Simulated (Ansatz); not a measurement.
NaH, h-MgO type was relaxed with 5 functionals in Ansatz, cell and atoms free, the symmetry of the start kept (meshes: PBE 12×12×6, r2SCAN 6×6×6, PBEsol 6×6×6, LDA 6×6×6, HSE06 6×6×4). Values at 0 K without nuclear motion; spin polarisation is off, and the phase may be a hypothetical one.

The HSE06 result:
```
Na H
1.0
     3.95969    0.00000    0.00000
    -1.97984    3.42919    0.00000
     0.00000    0.00000    4.83766
Na H
2 2
Direct
  0.33333 0.66667 0.25000
  0.66667 0.33333 0.75000
  0.66667 0.33333 0.25000
  0.33333 0.66667 0.75000
```

It is hexagonal, P6_3/mmc (No. 194); a = 3.960 Å, c = 4.838 Å in the conventional setting, 16.42 Å³ an atom. Na has 5 H at 2.29–2.42 Å; H has 5 Na at 2.29–2.42 Å.

(1) How does the cell change with PBEsol?

(2) What lattice does LDA give?

(3) Held at the r2SCAN cell, what mean stress do LDA and PBE find, and does its sign point to their own minimum?

Results:

(1) a = 3.942 Å, c = 4.833 Å; the volume differs by -1.0 % from HSE06's. Na has 5 H at 2.28–2.42 Å; H has 5 Na at 2.28–2.42 Å.

(2) a = 3.863 Å, c = 4.724 Å; the volume differs by -7.1 % from HSE06's. Around Na lie 5 H at 2.23–2.36 Å; around H lie 5 Na at 2.23–2.36 Å.

(3) Yes. LDA -1.32 GPa, and its relaxed volume is -6.6 % from r2SCAN's; PBE +0.37 GPa, and its relaxed volume is +2.0 % from r2SCAN's. Compression counts positive, so a positive stress asks for a larger cell.
